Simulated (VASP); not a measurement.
# Sr8Ti8HO23 (a cell with a defect) in VASP: relaxation of the atoms with PBE

Aim: the relaxation of the atoms of Sr8Ti8HO23 (a cell with a defect) with PBE.

All numbers are computed with VASP 6.6.1; they aren't measurements. Logs are shortened: lines on timing, memory, paths and dates and some standing lists are left out, and cuts for length are marked.

## 1. The crystal as given

The cell holds a defect, 40 atoms: a = 7.880 Å, b = 7.880 Å, c = 7.880 Å, α = 90.00°, β = 90.00°, γ = 90.00°.

## 2. Relaxation of the atoms, PBE, collinear spin, ferromagnetic start

The input, INCAR:

```
SYSTEM = Sr8Ti8HO23
PREC = Normal ; ENCUT = 450
EDIFF = 1E-6 ; ISMEAR = 0
SIGMA = 0.01 ; LREAL = Auto
LASPH = .TRUE. ; NELM = 150
ALGO = Normal ; ISIF = 2
LWAVE = .FALSE. ; LCHARG = .FALSE.
ISPIN = 2 ; MAGMOM = 0 0 0 0 0 0 0 0 0.333333 0 0 0 0.333333 0 0 0 0.333333 0 0 0 0 0 0 0 0 0 0 0 0 0 0 0 0 0 0 0 0 0 0 0
LORBIT = 11 ; LMAXMIX = 4
GGA = PE ; IBRION = 2
NSW = 70 ; EDIFFG = -0.025
AMIX = 0.2 ; BMIX = 1E-4
AMIX_MAG = 0.8 ; BMIX_MAG = 1E-4
ICORELEVEL = 1 ; LUSENCCL = .FALSE.
```

The input, KPOINTS:

```
regular mesh
0
Monkhorst
  2 2 2
  0 0 0
```

The input, POSCAR:

```
Sr8Ti8HO23
1.0
    7.8804100000      0.0000000000      0.0000000000
    0.0000000000     -7.8804100000      0.0000000000
    0.0000000000      0.0000000000     -7.8804100000
Sr Ti H O
8 8 1 23
Direct
    0.2500000000      0.2500000000      0.2500000000
    0.2500000000      0.2500000000      0.7500000000
    0.2500000000      0.7500000000      0.2500000000
    0.2500000000      0.7500000000      0.7500000000
    0.7500000000      0.2500000000      0.2500000000
    0.7500000000      0.2500000000      0.7500000000
    0.7500000000      0.7500000000      0.2500000000
    0.7500000000      0.7500000000      0.7500000000
    0.0000000000      0.5000000000      0.5000000000
    0.0000000000      0.5000000000      0.0000000000
    0.0000000000      0.0000000000      0.5000000000
    0.0000000000      0.0000000000      0.0000000000
    0.5000000000      0.5000000000      0.5000000000
    0.5000000000      0.5000000000      0.0000000000
    0.5000000000      0.0000000000      0.5000000000
    0.5000000000      0.0000000000      0.0000000000
    0.2500000000      0.5000000000      0.5000000000
    0.2500000000      0.5000000000      0.0000000000
    0.2500000000      0.0000000000      0.5000000000
    0.2500000000      0.0000000000      0.0000000000
    0.7500000000      0.5000000000      0.5000000000
    0.7500000000      0.5000000000      0.0000000000
    0.7500000000      0.0000000000      0.5000000000
    0.7500000000      0.0000000000      0.0000000000
    0.0000000000      0.2500000000      0.5000000000
    0.0000000000      0.2500000000      0.0000000000
    0.0000000000      0.7500000000      0.5000000000
    0.0000000000      0.7500000000      0.0000000000
    0.5000000000      0.2500000000      0.5000000000
    0.5000000000      0.2500000000      0.0000000000
    0.5000000000      0.7500000000      0.5000000000
    0.5000000000      0.7500000000      0.0000000000
    0.0000000000      0.5000000000      0.2500000000
    0.0000000000      0.5000000000      0.7500000000
    0.0000000000      0.0000000000      0.2500000000
    0.0000000000      0.0000000000      0.7500000000
    0.5000000000      0.5000000000      0.2500000000
    0.5000000000      0.5000000000      0.7500000000
    0.5000000000      0.0000000000      0.2500000000
    0.5000000000      0.0000000000      0.7500000000
```

Potentials or basis: VASP PAW PBE potentials, release 64 (Sr_sv, Ti_sv, H, O).

On the command line:

```bash
$ cat potpaw_PBE.64/Sr_sv/POTCAR potpaw_PBE.64/Ti_sv/POTCAR potpaw_PBE.64/H/POTCAR potpaw_PBE.64/O/POTCAR > POTCAR
$ mpirun -np 1 vasp_std > vasp.out
```

OUTCAR:

```text
SYSTEM = Sr8Ti8HO23
   PREC = Normal
   ENCUT = 450
   EDIFF = 1E-6
   ISMEAR = 0
   LREAL = Auto
   LASPH = .TRUE.
   NELM = 150
   ISIF = 2
   ISPIN = 2
   LORBIT = 11
   GGA = PE
   IBRION = 2
   NSW = 70
   EDIFFG = -0.025
   AMIX = 0.2
   AMIX_MAG = 0.8

 ion  position               nearest neighbor table
   1  0.250  0.250  0.250-  17 2.79  18 2.79  19 2.79  20 2.79  25 2.79  26 2.79  29 2.79  30 2.79
                            33 2.79  35 2.79  37 2.79  39 2.79  13 3.41  14 3.41  15 3.41  16 3.41
   2  0.250  0.250  0.750-  17 2.79  18 2.79  19 2.79  20 2.79  25 2.79  26 2.79  29 2.79  30 2.79
                            34 2.79  36 2.79  38 2.79  40 2.79  13 3.41  14 3.41  15 3.41  16 3.41
   3  0.250  0.750  0.250-  17 2.79  18 2.79  19 2.79  20 2.79  27 2.79  28 2.79  31 2.79  32 2.79
                            33 2.79  35 2.79  37 2.79  39 2.79  13 3.41  14 3.41  15 3.41  16 3.41
   4  0.250  0.750  0.750-  17 2.79  18 2.79  19 2.79  20 2.79  27 2.79  28 2.79  31 2.79  32 2.79
                            34 2.79  36 2.79  38 2.79  40 2.79  13 3.41  14 3.41  15 3.41  16 3.41
   5  0.750  0.250  0.250-  21 2.79  22 2.79  23 2.79  24 2.79  25 2.79  26 2.79  29 2.79  30 2.79
                            33 2.79  35 2.79  37 2.79  39 2.79  13 3.41  14 3.41  15 3.41  16 3.41
   6  0.750  0.250  0.750-  21 2.79  22 2.79  23 2.79  24 2.79  25 2.79  26 2.79  29 2.79  30 2.79
                            34 2.79  36 2.79  38 2.79  40 2.79  13 3.41  14 3.41  15 3.41  16 3.41
   7  0.750  0.750  0.250-  21 2.79  22 2.79  23 2.79  24 2.79  27 2.79  28 2.79  31 2.79  32 2.79
                            33 2.79  35 2.79  37 2.79  39 2.79  13 3.41  14 3.41  15 3.41  16 3.41
   8  0.750  0.750  0.750-  21 2.79  22 2.79  23 2.79  24 2.79  27 2.79  28 2.79  31 2.79  32 2.79
                            34 2.79  36 2.79  38 2.79  40 2.79  13 3.41  14 3.41  15 3.41  16 3.41
   9  0.000  0.500  0.500-  21 1.97  25 1.97  27 1.97  33 1.97  34 1.97   6 3.41   7 3.41   8 3.41
                             1 3.41   2 3.41   3 3.41   4 3.41   5 3.41
  10  0.000  0.500  0.000-  18 1.97  22 1.97  26 1.97  28 1.97  33 1.97  34 1.97   7 3.41   8 3.41
                             1 3.41   2 3.41   3 3.41   4 3.41   5 3.41   6 3.41
  11  0.000  0.000  0.500-  19 1.97  23 1.97  25 1.97  27 1.97  35 1.97  36 1.97   7 3.41   8 3.41
                             1 3.41   2 3.41   3 3.41   4 3.41   5 3.41   6 3.41
  12  0.000  0.000  0.000-  20 1.97  24 1.97  26 1.97  28 1.97  35 1.97  36 1.97   7 3.41   8 3.41
                             1 3.41   2 3.41   3 3.41   4 3.41   5 3.41   6 3.41
  13  0.500  0.500  0.500-  21 1.97  29 1.97  31 1.97  37 1.97  38 1.97   6 3.41   7 3.41   8 3.41
                             1 3.41   2 3.41   3 3.41   4 3.41   5 3.41
  14  0.500  0.500  0.000-  18 1.97  22 1.97  30 1.97  32 1.97  37 1.97  38 1.97   7 3.41   8 3.41
                             1 3.41   2 3.41   3 3.41   4 3.41   5 3.41   6 3.41
  15  0.500  0.000  0.500-  19 1.97  23 1.97  29 1.97  31 1.97  39 1.97  40 1.97   7 3.41   8 3.41
                             1 3.41   2 3.41   3 3.41   4 3.41   5 3.41   6 3.41
  16  0.500  0.000  0.000-  20 1.97  24 1.97  30 1.97  32 1.97  39 1.97  40 1.97   7 3.41   8 3.41
                             1 3.41   2 3.41   3 3.41   4 3.41   5 3.41   6 3.41
  17  0.250  0.500  0.500-   1 2.79   2 2.79   3 2.79   4 2.79
  18  0.250  0.500  0.000-  10 1.97  14 1.97   3 2.79   4 2.79   1 2.79   2 2.79
  19  0.250  0.000  0.500-  11 1.97  15 1.97   3 2.79   4 2.79   1 2.79   2 2.79
  20  0.250  0.000  0.000-  12 1.97  16 1.97   3 2.79   4 2.79   1 2.79   2 2.79
  21  0.750  0.500  0.500-   9 1.97  13 1.97   7 2.79   8 2.79   5 2.79   6 2.79
  22  0.750  0.500  0.000-  10 1.97  14 1.97   7 2.79   8 2.79   5 2.79   6 2.79
  23  0.750  0.000  0.500-  11 1.97  15 1.97   7 2.79   8 2.79   5 2.79   6 2.79
[... 15 lines left out ...]
  39  0.500  0.000  0.250-  15 1.97  16 1.97   5 2.79   7 2.79   1 2.79   3 2.79
  40  0.500  0.000  0.750-  15 1.97  16 1.97   6 2.79   8 2.79   2 2.79   4 2.79

  LATTYP: Found a simple cubic cell.
 ALAT       =     7.8804100000

  Lattice vectors:

 A1 = (   7.8804100000,   0.0000000000,   0.0000000000)
 A2 = (   0.0000000000,  -7.8804100000,   0.0000000000)
 A3 = (   0.0000000000,   0.0000000000,  -7.8804100000)

Analysis of symmetry for initial positions (statically):
=====================================================================
 Subroutine PRICEL returns:
 Original cell was already a primitive cell.

 Routine SETGRP: Setting up the symmetry group for a
 simple cubic supercell.

 Subroutine GETGRP returns: Found 16 space group operations
 (whereof  8 operations were pure point group operations)
 out of a pool of 48 trial point group operations.

The static configuration has the point symmetry C_4v.
 The point group associated with its full space group is D_4h.

Analysis of symmetry for dynamics (positions and initial velocities):
=====================================================================
 Subroutine PRICEL returns:
 Original cell was already a primitive cell.

 Routine SETGRP: Setting up the symmetry group for a
 simple cubic supercell.

 Subroutine GETGRP returns: Found 16 space group operations
 (whereof  8 operations were pure point group operations)
[... 219 lines left out ...]

  energy without entropy =     -314.79213738  energy(sigma->0) =     -314.79213954

------------------------ aborting loop because EDIFF is reached ----------------------------------------

  FORCE on cell =-STRESS in cart. coord.  units (eV):
  Direction    XX          YY          ZZ          XY          YZ          ZX
  --------------------------------------------------------------------------------------
  -------------------------------------------------------------------------------------
  Total       -4.6335349     -2.0395010     -2.0395010      0.0000000      0.0000000      0.0000000
  in kB      -15.1696856     -6.6771029     -6.6771029      0.0000000      0.0000000      0.0000000
  external PRESSURE =      -9.5079638 kB  Pullay stress =       0.0000000 kB
[... 203 lines left out ...]
  FREE ENERGIE OF THE ION-ELECTRON SYSTEM (eV)
  ---------------------------------------------------
  free  energy   TOTEN  =      -315.1004127091 eV

  energy  without entropy=     -315.1004126340  energy(sigma->0) =     -315.10041267

[... ionic steps 4 to 9 ...]

--------------------------------------- Ionic step       10  -------------------------------------------

 number of electron     314.9999163 magnetization       0.9999998

------------------------ aborting loop because EDIFF is reached ----------------------------------------
[... 143 lines left out ...]
--------------------------------------- Ionic step       12  -------------------------------------------

 number of electron     314.9999151 magnetization       0.9999998

 Free energy of the ion-electron system (eV)
  ---------------------------------------------------
  ext. energy  EPLUGINS =         0.00000000
  ---------------------------------------------------
  free energy    TOTEN  =      -315.15746437 eV

  energy without entropy =     -315.15746435  energy(sigma->0) =     -315.15746436

 the core state eigenenergies are
   1-  1s -15923.3069  2s  -2145.8686  2p  -1905.2608  3s   -321.8641  3p   -244.2339
       3d   -116.1298
   2-  1s -15923.3069  2s  -2145.8686  2p  -1905.2608  3s   -321.8641  3p   -244.2339
       3d   -116.1298
   3-  1s -15923.3069  2s  -2145.8686  2p  -1905.2608  3s   -321.8641  3p   -244.2339
       3d   -116.1298
   4-  1s -15923.3069  2s  -2145.8686  2p  -1905.2608  3s   -321.8641  3p   -244.2339
       3d   -116.1298
   5-  1s -15923.4361  2s  -2145.9963  2p  -1905.3888  3s   -321.9878  3p   -244.3575
       3d   -116.2535
   6-  1s -15923.4361  2s  -2145.9963  2p  -1905.3888  3s   -321.9878  3p   -244.3575
       3d   -116.2535
   7-  1s -15923.4361  2s  -2145.9963  2p  -1905.3888  3s   -321.9878  3p   -244.3575
       3d   -116.2535
   8-  1s -15923.4361  2s  -2145.9963  2p  -1905.3888  3s   -321.9878  3p   -244.3575
       3d   -116.2535
   9-  1s  -4858.1459  2s   -527.1865  2p   -434.4377
  10-  1s  -4858.3426  2s   -527.4288  2p   -434.6765
  11-  1s  -4858.3426  2s   -527.4288  2p   -434.6765
  12-  1s  -4858.4360  2s   -527.5528  2p   -434.7978
  13-  1s  -4858.1459  2s   -527.1865  2p   -434.4377
  14-  1s  -4858.3426  2s   -527.4288  2p   -434.6765
  15-  1s  -4858.3426  2s   -527.4288  2p   -434.6765
  16-  1s  -4858.4360  2s   -527.5528  2p   -434.7978
  17-
  18-  1s   -500.1233
  19-  1s   -500.1233
  20-  1s   -500.2051
  21-  1s   -500.6859
  22-  1s   -500.1537
  23-  1s   -500.1537
[... 15 lines left out ...]
  39-  1s   -500.1674
  40-  1s   -500.1674

 E-fermi :   6.2686     XC(G=0): -11.0669

 val. band max:        6.2332105749   @ k =   0.2500   0.2500   0.2500
 cond. band min:       6.3039588264   @ k =   0.2500   0.2500   0.2500
 fundamental gap:      0.0707482515
 Fermi energy:         6.2685846713

 spin component 1

 k-point     1 :       0.2500    0.2500    0.2500
  band No.  band energies     occupation
      1     -52.5825      1.00000
      2     -52.5816      1.00000
      3     -52.5075      1.00000
      4     -52.5074      1.00000
      5     -52.5065      1.00000
      6     -52.5065      1.00000
[... 161 lines left out ...]
    168       7.4090      0.00000
    169       7.4311      0.00000
 Fermi energy:         6.2685846713

 spin component 2

 k-point     1 :       0.2500    0.2500    0.2500
  band No.  band energies     occupation
      1     -52.5283      1.00000
      2     -52.5274      1.00000
      3     -52.3813      1.00000
      4     -52.3813      1.00000
      5     -52.3803      1.00000
      6     -52.3803      1.00000
[... 161 lines left out ...]
    168       7.4959      0.00000
    169       7.5115      0.00000
 [bands above 169 left out]

------------------------ aborting loop because EDIFF is reached ----------------------------------------

  FORCE on cell =-STRESS in cart. coord.  units (eV):
  Direction    XX          YY          ZZ          XY          YZ          ZX
  --------------------------------------------------------------------------------------
  -------------------------------------------------------------------------------------
  Total       -1.9291149     -2.2328818     -2.2328818      0.0000000      0.0000000     -0.0000000
  in kB       -6.3157107     -7.3102104     -7.3102104      0.0000000      0.0000000     -0.0000000
  external PRESSURE =      -6.9787105 kB  Pullay stress =       0.0000000 kB
[... 55 lines left out ...]
  FREE ENERGIE OF THE ION-ELECTRON SYSTEM (eV)
  ---------------------------------------------------
  free  energy   TOTEN  =      -315.1574643677 eV

  energy  without entropy=     -315.1574643470  energy(sigma->0) =     -315.15746436

 reached required accuracy - stopping structural energy minimisation

 total charge

# of ion       s       p       d       tot
------------------------------------------
    1        1.998   5.789   0.196   7.983
    2        1.998   5.789   0.196   7.983
    3        1.998   5.789   0.196   7.983
    4        1.998   5.789   0.196   7.983
    5        1.997   5.787   0.191   7.975
    6        1.997   5.787   0.191   7.975
[... 32 lines left out ...]
   39        1.573   3.485   0.000   5.059
   40        1.573   3.485   0.000   5.059
--------------------------------------------------
tot         70.478 176.722  15.654 262.854

 magnetization (x)

# of ion       s       p       d       tot
------------------------------------------
    1        0.000   0.000   0.002   0.002
    2        0.000   0.000   0.002   0.002
    3        0.000   0.000   0.002   0.002
    4        0.000   0.000   0.002   0.002
    5        0.000   0.000   0.002   0.002
    6        0.000   0.000   0.002   0.002
[... 32 lines left out ...]
   39       -0.000  -0.004   0.000  -0.004
   40       -0.000  -0.004   0.000  -0.004
--------------------------------------------------
tot          0.002  -0.097   0.936   0.841
```

It took 25 min on 1 × NVIDIA H100 80GB with 1 thread of AMD EPYC 7R13 (Zen 3), shared host; peak memory 1.4 GiB.

What came out:

* Free energy: -315.1575 eV
* Energy gained by relaxing: 9.1 meV/atom
* Ionic steps: 12
* Largest force after relaxing: 0.023 eV/Å
* Net moment: 1.00 μB per cell
* Site moments: Sr +0.00; Ti +0.18, +0.12, +0.05; H -0.00; O -0.00, -0.01 μB
* Valence electrons inside the program's atomic spheres: Sr 7.98, 7.97; Ti 10.31, 10.25, 10.27; H 0.56; O 5.06, 5.07, 5.05

Forces in eV/Å, atoms in the order of the input:
```
Sr   0.000  0.001  0.001
Sr   0.000  0.001 -0.001
Sr   0.000 -0.001  0.001
Sr   0.000 -0.001 -0.001
Sr   0.000  0.008  0.008
Sr   0.000  0.008 -0.008
Sr   0.000 -0.008  0.008
Sr   0.000 -0.008 -0.008
Ti  -0.003  0.000  0.000
Ti  -0.001  0.000  0.000
Ti  -0.001  0.000  0.000
Ti  -0.023  0.000  0.000
Ti   0.003  0.000  0.000
Ti   0.001  0.000  0.000
Ti   0.001  0.000  0.000
Ti   0.023  0.000  0.000
H    0.000  0.000  0.000
O    0.000  0.000  0.000
O    0.000  0.000  0.000
O    0.000  0.000  0.000
O    0.000  0.000  0.000
O    0.000  0.000  0.000
O    0.000  0.000  0.000
O    0.000  0.000  0.000
O   -0.004  0.008  0.000
O   -0.001  0.004  0.000
O   -0.004 -0.008  0.000
O   -0.001 -0.004  0.000
O    0.004  0.008  0.000
O    0.001  0.004  0.000
O    0.004 -0.008  0.000
O    0.001 -0.004  0.000
O   -0.004  0.000  0.008
O   -0.004  0.000 -0.008
O   -0.001  0.000  0.004
O   -0.001  0.000 -0.004
O    0.004  0.000  0.008
O    0.004  0.000 -0.008
O    0.001  0.000  0.004
O    0.001  0.000 -0.004
```

Step by step:
```csv
step,energy change (eV),largest force (eV/Å),pressure (GPa)
1,0.0000,2.2900,-0.95
2,-0.2789,1.1457,-0.42
3,-0.3083,0.2524,-0.58
4,-0.3367,0.1644,-0.59
5,-0.3422,0.2421,-0.60
6,-0.3601,0.0973,-0.64
7,-0.3624,0.0653,-0.66
8,-0.3640,0.0546,-0.67
9,-0.3640,0.0544,-0.67
10,-0.3649,0.0293,-0.68
11,-0.3651,0.0600,-0.69
12,-0.3653,0.0233,-0.70
```

Final structure:
```
Sr Ti H O
1.0
     7.88041    0.00000    0.00000
     0.00000   -7.88041    0.00000
     0.00000    0.00000   -7.88041
Sr Ti H O
8 8 1 23
Direct
  0.25000 0.24733 0.24733
  0.25000 0.24733 0.75267
  0.25000 0.75267 0.24733
  0.25000 0.75267 0.75267
  0.75000 0.24676 0.24676
  0.75000 0.24676 0.75324
  0.75000 0.75324 0.24676
  0.75000 0.75324 0.75324
  0.99174 0.50000 0.50000
  0.00178 0.50000 0.00000
  0.00178 0.00000 0.50000
  0.00001 0.00000 0.00000
  0.50826 0.50000 0.50000
  0.49822 0.50000 0.00000
  0.49822 0.00000 0.50000
  0.49999 0.00000 0.00000
  0.25000 0.50000 0.50000
  0.25000 0.50000 0.00000
  0.25000 0.00000 0.50000
  0.25000 0.00000 0.00000
  0.75000 0.50000 0.50000
  0.75000 0.50000 0.00000
  0.75000 0.00000 0.50000
  0.75000 0.00000 0.00000
  0.00781 0.25284 0.50000
  0.99924 0.24985 0.00000
  0.00781 0.74716 0.50000
  0.99924 0.75015 0.00000
  0.49219 0.25284 0.50000
  0.50076 0.24985 0.00000
  0.49219 0.74716 0.50000
  0.50076 0.75015 0.00000
  0.00781 0.50000 0.25284
  0.00781 0.50000 0.74716
  0.99924 0.00000 0.24985
  0.99924 0.00000 0.75015
  0.49219 0.50000 0.25284
  0.49219 0.50000 0.74716
  0.50076 0.00000 0.24985
  0.50076 0.00000 0.75015
```

Core levels (eV, on the scale of the bands):
| atom | levels |
| --- | --- |
| 1 Sr | 1s -15923.3, 2s -2145.9, 2p -1905.3, 3s -321.9, 3p -244.2, 3d -116.1 |
| 2 Sr | 1s -15923.3, 2s -2145.9, 2p -1905.3, 3s -321.9, 3p -244.2, 3d -116.1 |
| 3 Sr | 1s -15923.3, 2s -2145.9, 2p -1905.3, 3s -321.9, 3p -244.2, 3d -116.1 |
| 4 Sr | 1s -15923.3, 2s -2145.9, 2p -1905.3, 3s -321.9, 3p -244.2, 3d -116.1 |
| 5 Sr | 1s -15923.4, 2s -2146.0, 2p -1905.4, 3s -322.0, 3p -244.4, 3d -116.3 |
| 6 Sr | 1s -15923.4, 2s -2146.0, 2p -1905.4, 3s -322.0, 3p -244.4, 3d -116.3 |

Caveat: the cutoff is under 1.25 times the usual one of these potentials, so pressure, stress and relaxed cells hold a basis-set (Pulay) error.
